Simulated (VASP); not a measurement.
MgO: phonons with LDA

MgO:

```
CELL_PARAMETERS angstrom
3.29672 0.00000 0.00000
-1.64836 2.85505 0.00000
0.00000 0.00000 4.96622
ATOMIC_POSITIONS crystal
Mg 0.33333 0.66667 0.00216
Mg 0.66667 0.33333 0.50216
O 0.33333 0.66667 0.40244
O 0.66667 0.33333 0.90244
```

Measurements of this composition are mostly on another form, of space group No. 225.

```json
{"Program": "VASP 6.6.1", "Task": "phonons", "Functional": "LDA", "Potentials or basis": "VASP PAW LDA potentials, release 64 (Mg, O)", "Cutoff": "520 eV", "k mesh": "6 × 6 × 4", "Occupations": "gaussian, width 0.01 eV", "Spin": "no spin polarisation", "Dipole correction": "no", "Further INCAR settings": "ALGO = Fast; EDIFF = 1e-08; IBRION = 8; NSW = 1"}
```

* Highest phonon frequency at Γ, LO-TO splitting left out: 531 cm⁻¹

Phonon frequencies in cm⁻¹ (negative: imaginary):
```tsv
q point	frequencies
(0.000, 0.000, 0.000)	0 0 0 200 200 429 431 523 527 527 531 531
```

It took 2 min on 1 thread of Intel(R) Xeon(R) Platinum 8488C (Sapphire Rapids) (shared host), peak memory 0.26 GiB.

Caveat: the k mesh is coarse (spacing up to 0.37 Å⁻¹), so the values aren't converged; the atoms weren't relaxed first, which shifts response properties.
